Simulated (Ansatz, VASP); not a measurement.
Two plane-wave programs on HfB2

File INCAR:

```
SYSTEM = HfB2
PREC = Accurate
ENCUT = 520
EDIFF = 1E-7
ISMEAR = -1
SIGMA = 0.05
LREAL = .False.
LASPH = .True.
NELM = 80
ALGO = Normal
ISIF = 2
LWAVE = .False.
LCHARG = .False.
GGA = PE
NBANDS = 15
```

Contents of KPOINTS:

```
Automatic mesh
0
Gamma
  10 10 8
  0 0 0
```

File POSCAR:

```
HfB2
1.0
    3.1607953080      0.0000000000      0.0000000000
   -1.5803976540      2.7373290329      0.0000000000
    0.0000000000      0.0000000000      3.5030470293
Hf B
1 2
Direct
    0.0000000000      0.0000000000      0.0000000000
    0.6666666667      0.3333333333      0.5000000000
    0.3333333333      0.6666666667      0.5000000000
```

File input.yaml:

```yaml
crystal:
  lattice:
    - [3.160795308, 0.0, 0.0]
    - [-1.580397654, 2.7373290329, 0.0]
    - [0.0, 0.0, 3.5030470293]
  atoms:
    - { symbol: Hf, position: [0.0, 0.0, 0.0] }
    - { symbol: B, position: [0.6666666667, 0.3333333333, 0.5] }
    - { symbol: B, position: [0.3333333333, 0.6666666667, 0.5] }
hamiltonian:
  xc: pbe
  pseudopotentials: { kind: paw }
kpoints:
  mp_grid: { grid: [10, 10, 8] }
scf:
  occupations: { method: fermi_dirac, width: 0.05 }
output:
  forces: true
  stress: true
  eigenvalues: true
```

Change from the starting cell: volume scaled by 1.02.

Alike in both runs: task single point; functional PBE; k mesh 10 × 10 × 8; occupations fermi-dirac, width 0.05 eV; no spin polarisation.

|  | VASP | Ansatz |
| --- | --- | --- |
| version | VASP 6.6.1 | Ansatz 0.2.0 |
| potentials or method | VASP PAW PBE potentials, release 64 (Hf_pv, B) | Ansatz PAW |
| plane-wave cutoff (eV) | 520 | 420 |
| valence electrons in the cell | 16 | 32 |

|  | VASP | Ansatz | Ansatz less VASP |
| --- | --- | --- | --- |
| gap on the k mesh at the Fermi level (eV) | none | none | - |
| pressure (GPa) | -3.9 | -3.5 | +0.42 |
| largest component of the traceless stress (GPa) | 0.87 | 0.72 | -0.147 |

A gap of «none» marks a metal or a gap that the smearing closes. The two sets of potentials don't hold the same shells in valence.

Spin-orbit coupling is left out, which matters for the levels of Hf.
